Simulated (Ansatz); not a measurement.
# Cost and result for the equilibrium volume of TePb

**What was measured.** The equilibrium volume of TePb (Fm-3m) is reported as 33.71 Å³/atom at 300 K (pmc:10701875, doi:10.1021/acsomega.3c06502). The runs below try to reproduce it.

It takes space group Fm-3m (No. 225, cubic). Conventional cell: a = 6.462 Å, b = 6.462 Å, c = 6.462 Å, α = 90.00°, β = 90.00°, γ = 90.00°. Around Pb (site symmetry m-3m) lie 6 Te at 3.23 Å. Te (site symmetry m-3m) has 6 Pb at 3.23 Å as nearest neighbours.

```tsv
rung	level	program and potentials	cutoff (eV)	k mesh	smearing	task	core time	chip	equilibrium volume (Å³/atom)	miss	notes
LDA	LDA	Ansatz, Ansatz PAW	420	7 × 7 × 7	fermi-dirac 0.05	relaxation of cell and atoms	5.7 s	Arm Neoverse V1	32.48	-3.6 %	potentials made for PBE, which Ansatz adapts in part
GGA + dispersion	PBE+D4	Ansatz, Ansatz PAW	420	7 × 7 × 7	fermi-dirac 0.05	relaxation of cell and atoms	10 s	Arm Neoverse N1	33.89	+0.5 %	-
GGA + dispersion	PBE+D3(BJ)	Ansatz, Ansatz PAW	420	7 × 7 × 7	fermi-dirac 0.05	equation of state	12 s	Arm Neoverse V2	33.83	+0.4 %	-
GGA + dispersion	PBEsol+D3(BJ)	Ansatz, Ansatz PAW	420	7 × 7 × 7	fermi-dirac 0.05	equation of state	13 s	Arm Neoverse V1	32.00	-5.1 %	potentials made for PBE, which Ansatz adapts in part
GGA + dispersion	revPBE+D3(BJ)	Ansatz, Ansatz PAW	420	7 × 7 × 7	fermi-dirac 0.05	relaxation of cell and atoms	13 s	Arm Neoverse N1	33.37	-1.0 %	potentials made for PBE, which Ansatz adapts in part
GGA	PBE	Ansatz, Ansatz PAW polarizable	420	7 × 7 × 7	fermi-dirac 0.05	equation of state	14 s	Arm Neoverse V1	35.43	+5.1 %	-
GGA	BPBE	Ansatz, Ansatz PAW	420	7 × 7 × 7	fermi-dirac 0.05	equation of state	15 s	Arm Neoverse V1	35.28	+4.7 %	potentials made for PBE, which Ansatz adapts in part
GGA + dispersion	BLYP+D4	Ansatz, Ansatz PAW	420	7 × 7 × 7	fermi-dirac 0.05	relaxation of cell and atoms	15 s	Arm Neoverse V1	37.10	+10.1 %	potentials made for PBE, which Ansatz adapts in part
GGA	PBE	Ansatz, SPMS NC	680	7 × 7 × 7	fermi-dirac 0.05	equation of state	21 s	Arm Neoverse V1	35.39	+5.0 %	-
meta-GGA + dispersion	r2SCAN+D3(BJ)	Ansatz, Ansatz PAW	500	7 × 7 × 7	fermi-dirac 0.05	equation of state	32 s	Arm Neoverse V2	34.20	+1.5 %	potentials made for PBE, which Ansatz adapts in part
hybrid	HSE03	Ansatz, Ansatz PAW	420	4 × 4 × 4	fermi-dirac 0.05	relaxation of cell and atoms	77 s	Arm Neoverse V2	34.72	+3.0 %	coarse mesh; potentials made for PBE, which Ansatz adapts in part
hybrid	HSEsol	Ansatz, Ansatz PAW	420	4 × 4 × 4	fermi-dirac 0.05	relaxation of cell and atoms	88 s	Arm Neoverse V1	33.36	-1.0 %	coarse mesh; potentials made for PBE, which Ansatz adapts in part
```

Times are single runs on shared hosts and different chips, so they are rough; meshes, cutoffs and the tasks' sizes weigh on the time. All rows: no spin polarisation. Smearing widths are in eV. Meshes differ between rows, which moves values too. Meshes are those of the run's cell of 2 atoms unless a note names another. Relaxations start from the cell shown or near it and stop with a little pressure left. Misses use the values as printed. Runs on faulty files, with rough fits or with known faults for this quantity aren't shown. No row holds spin-orbit coupling.

By rung: LDA 32.48; GGA + dispersion 32.00 to 37.10; GGA 35.28 to 35.43; meta-GGA + dispersion 34.20; hybrid on coarse meshes 33.36 to 34.72 (Å³/atom). Measured: 33.71 Å³/atom at 300 K (pmc:10701875, doi:10.1021/acsomega.3c06502). Closest, coarse meshes and atomic bases left aside, is PBE+D3(BJ) (+0.4 %), and PBE misses by +5.0 % to +5.1 % on plain settings. The runs are for a static lattice, while measurements hold temperature and zero-point motion.
